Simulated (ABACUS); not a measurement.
# Gd (Fm-3m) in ABACUS: notebook, part 2 of 2

ABACUS 3.10.1. Earlier steps stand in the parts before.

### Step 3. Equation of state, PBE, collinear spin, ferromagnetic start, 33.20 Å³/atom (volume scaled by 0.96)

File INPUT:

```
INPUT_PARAMETERS
suffix              Gd
calculation         scf
basis_type          pw
pseudo_dir          ./
symmetry            1
dft_functional      pbe
ecutwfc             52
pseudo_rcut         10
nspin               2
nbands              10
ks_solver           dav
smearing_method     fd
smearing_sigma      0.00367493
scf_thr             1e-08
scf_nmax            100
mixing_type         broyden
mixing_beta         0.4
cal_force           1
cal_stress          1
kpar                4
```

File STRU:

```
ATOMIC_SPECIES
Gd 157.2500 Gd.upf

LATTICE_CONSTANT
1.8897261246

LATTICE_VECTORS
0.0000000000 2.5508713003 2.5508713003
2.5508713003 0.0000000000 2.5508713003
2.5508713003 2.5508713003 0.0000000000

ATOMIC_POSITIONS
Direct

Gd
0.0
1
0.0000000000 0.0000000000 0.0000000000 1 1 1 mag 0
```

File KPT:

```
K_POINTS
0
Gamma
9 9 9 0 0 0
```

Potentials or basis: PseudoDojo NC SR 0.4.1 PBE standard, lanthanides 3+ (f in core), plane waves.

Started as:

```console
OMP_NUM_THREADS=1 mpirun -np 4 abacus > log
```

Run time: 2.9 s. Hardware: 4 MPI ranks of Intel Xeon Platinum 8488C (Sapphire Rapids), shared host; peak memory 0.28 GiB.

It converged, with:

```yaml
Free_energy: -1132.1464 eV
Band_gap_on_the_k_mesh: none (metal or under the smearing width)
Net_moment: 0.00 μB per cell
Absolute_moment: 0.00 μB per cell
```

Caveat: the local potential of these files has a noisy tail that shifts the pressure, which isn't listed; all typed moments are zero, and the program then starts from 1 μB on every atom; the noisy tail tilts energy against volume too; spin-orbit coupling is left out, which moves the levels of the heavy elements; the 4f electrons are frozen in the core as for a trivalent ion, so they carry no moment and show no levels.

### Step 4. Equation of state, PBE, collinear spin, ferromagnetic start, 33.89 Å³/atom (volume scaled by 0.98)

INPUT is that of step 3.

File STRU:

```
ATOMIC_SPECIES
Gd 157.2500 Gd.upf

LATTICE_CONSTANT
1.8897261246

LATTICE_VECTORS
0.0000000000 2.5684640721 2.5684640721
2.5684640721 0.0000000000 2.5684640721
2.5684640721 2.5684640721 0.0000000000

ATOMIC_POSITIONS
Direct

Gd
0.0
1
0.0000000000 0.0000000000 0.0000000000 1 1 1 mag 0
```

KPT is that of step 3.

Started as:

```console
OMP_NUM_THREADS=1 mpirun -np 4 abacus > log
```

It took 2.9 s on 4 MPI ranks of Intel Xeon Platinum 8488C (Sapphire Rapids), shared host; peak memory 0.28 GiB.

It converged, with:

```
Free energy            : -1132.1397 eV
Band gap on the k mesh : none (metal or under the smearing width)
Net moment             : 0.00 μB per cell
Absolute moment        : 0.00 μB per cell
```

Caveat: the local potential of these files has a noisy tail that shifts the pressure, which isn't listed; all typed moments are zero, and the program then starts from 1 μB on every atom; the noisy tail tilts energy against volume too; spin-orbit coupling is left out, which moves the levels of the heavy elements; the 4f electrons are frozen in the core as for a trivalent ion, so they carry no moment and show no levels.

### Step 5. Equation of state, PBE, collinear spin, ferromagnetic start, 34.58 Å³/atom

INPUT is that of step 4.

File STRU:

```
ATOMIC_SPECIES
Gd 157.2500 Gd.upf

LATTICE_CONSTANT
1.8897261246

LATTICE_VECTORS
0.0000000000 2.5858190855 2.5858190855
2.5858190855 0.0000000000 2.5858190855
2.5858190855 2.5858190855 0.0000000000

ATOMIC_POSITIONS
Direct

Gd
0.0
1
0.0000000000 0.0000000000 0.0000000000 1 1 1 mag 0
```

KPT is that of step 4.

Started as:

```console
OMP_NUM_THREADS=1 mpirun -np 4 abacus > log
```

Wall time 3 s (4 MPI ranks of Intel Xeon Platinum 8488C (Sapphire Rapids), shared host); peak memory 0.28 GiB.

Results (log left out):

| Property | Result |
| --- | --- |
| Free energy | -1132.1301 eV |
| Band gap on the k mesh | none (metal or under the smearing width) |
| Net moment | 0.00 μB per cell |
| Absolute moment | 0.00 μB per cell |

Caveat: the local potential of these files has a noisy tail that shifts the pressure, which isn't listed; all typed moments are zero, and the program then starts from 1 μB on every atom; the noisy tail tilts energy against volume too; spin-orbit coupling is left out, which moves the levels of the heavy elements; the 4f electrons are frozen in the core as for a trivalent ion, so they carry no moment and show no levels.

### Step 6. Equation of state, PBE, collinear spin, ferromagnetic start, 35.27 Å³/atom (volume scaled by 1.02)

INPUT is that of step 5.

File STRU:

```
ATOMIC_SPECIES
Gd 157.2500 Gd.upf

LATTICE_CONSTANT
1.8897261246

LATTICE_VECTORS
0.0000000000 2.6029442143 2.6029442143
2.6029442143 0.0000000000 2.6029442143
2.6029442143 2.6029442143 0.0000000000

ATOMIC_POSITIONS
Direct

Gd
0.0
1
0.0000000000 0.0000000000 0.0000000000 1 1 1 mag 0
```

KPT is that of step 5.

Potentials or basis: PseudoDojo NC SR 0.4.1 PBE standard, lanthanides 3+ (f in core), plane waves.

Started as:

```console
OMP_NUM_THREADS=1 mpirun -np 4 abacus > log
```

Run time: 3.2 s. Hardware: 4 MPI ranks of Intel Xeon Platinum 8488C (Sapphire Rapids), shared host; peak memory 0.28 GiB.

The run converged. Its results:

```
Free energy            : -1132.1177 eV
Band gap on the k mesh : none (metal or under the smearing width)
Net moment             : 0.00 μB per cell
Absolute moment        : 0.00 μB per cell
```

Caveat: the local potential of these files has a noisy tail that shifts the pressure, which isn't listed; all typed moments are zero, and the program then starts from 1 μB on every atom; the noisy tail tilts energy against volume too; spin-orbit coupling is left out, which moves the levels of the heavy elements; the 4f electrons are frozen in the core as for a trivalent ion, so they carry no moment and show no levels.

### Step 7. Equation of state, PBE, collinear spin, ferromagnetic start, 35.96 Å³/atom (volume scaled by 1.04)

INPUT is that of step 6.

File STRU:

```
ATOMIC_SPECIES
Gd 157.2500 Gd.upf

LATTICE_CONSTANT
1.8897261246

LATTICE_VECTORS
0.0000000000 2.6198469231 2.6198469231
2.6198469231 0.0000000000 2.6198469231
2.6198469231 2.6198469231 0.0000000000

ATOMIC_POSITIONS
Direct

Gd
0.0
1
0.0000000000 0.0000000000 0.0000000000 1 1 1 mag 0
```

KPT is that of step 6.

Started as:

```console
OMP_NUM_THREADS=1 mpirun -np 4 abacus > log
```

Wall time 6.2 s (4 MPI ranks of Intel Xeon Platinum 8488C (Sapphire Rapids), shared host); peak memory 0.32 GiB.

It converged, with:

```yaml
Free_energy: -1132.1028 eV
Band_gap_on_the_k_mesh: none (metal or under the smearing width)
Net_moment: 0.00 μB per cell
Absolute_moment: 0.00 μB per cell
```

Caveat: the local potential of these files has a noisy tail that shifts the pressure, which isn't listed; all typed moments are zero, and the program then starts from 1 μB on every atom; the noisy tail tilts energy against volume too; spin-orbit coupling is left out, which moves the levels of the heavy elements; the 4f electrons are frozen in the core as for a trivalent ion, so they carry no moment and show no levels.

### Step 8. Equation of state, PBE, collinear spin, ferromagnetic start, 36.65 Å³/atom (volume scaled by 1.06)

INPUT is that of step 7.

File STRU:

```
ATOMIC_SPECIES
Gd 157.2500 Gd.upf

LATTICE_CONSTANT
1.8897261246

LATTICE_VECTORS
0.0000000000 2.6365342960 2.6365342960
2.6365342960 0.0000000000 2.6365342960
2.6365342960 2.6365342960 0.0000000000

ATOMIC_POSITIONS
Direct

Gd
0.0
1
0.0000000000 0.0000000000 0.0000000000 1 1 1 mag 0
```

KPT is that of step 7.

Started as:

```console
OMP_NUM_THREADS=1 mpirun -np 4 abacus > log
```

It took 6.2 s on 4 MPI ranks of Intel Xeon Platinum 8488C (Sapphire Rapids), shared host; peak memory 0.32 GiB.

It converged, with:

- Free energy: -1132.0857 eV
- Band gap on the k mesh: none (metal or under the smearing width)
- Net moment: 0.00 μB per cell
- Absolute moment: 0.00 μB per cell

Caveat: the local potential of these files has a noisy tail that shifts the pressure, which isn't listed; all typed moments are zero, and the program then starts from 1 μB on every atom; the noisy tail tilts energy against volume too; spin-orbit coupling is left out, which moves the levels of the heavy elements; the 4f electrons are frozen in the core as for a trivalent ion, so they carry no moment and show no levels.

### Step 9. Equation of state, PBE, collinear spin, ferromagnetic start

Potentials or basis: PseudoDojo NC SR 0.4.1 PBE standard, lanthanides 3+ (f in core), plane waves.

No new run: the results of the series are fitted here.

What came out:

```
Equilibrium volume : outside the volumes run
```

Energy against volume, from the lowest point:
```
volume (Å³/atom)  energy (meV/atom)
          32.505               0.00
          33.197               3.43
          33.888              10.12
          34.580              19.78
          35.272              32.16
          35.963              47.02
          36.655              64.13
```

Caveat: the local potential of these files has a noisy tail that shifts the pressure, which isn't listed; all typed moments are zero, and the program then starts from 1 μB on every atom; the noisy tail tilts energy against volume too; spin-orbit coupling is left out, which moves the levels of the heavy elements; the 4f electrons are frozen in the core as for a trivalent ion, so they carry no moment and show no levels. The state reached can hang on the start; a lower one may exist.
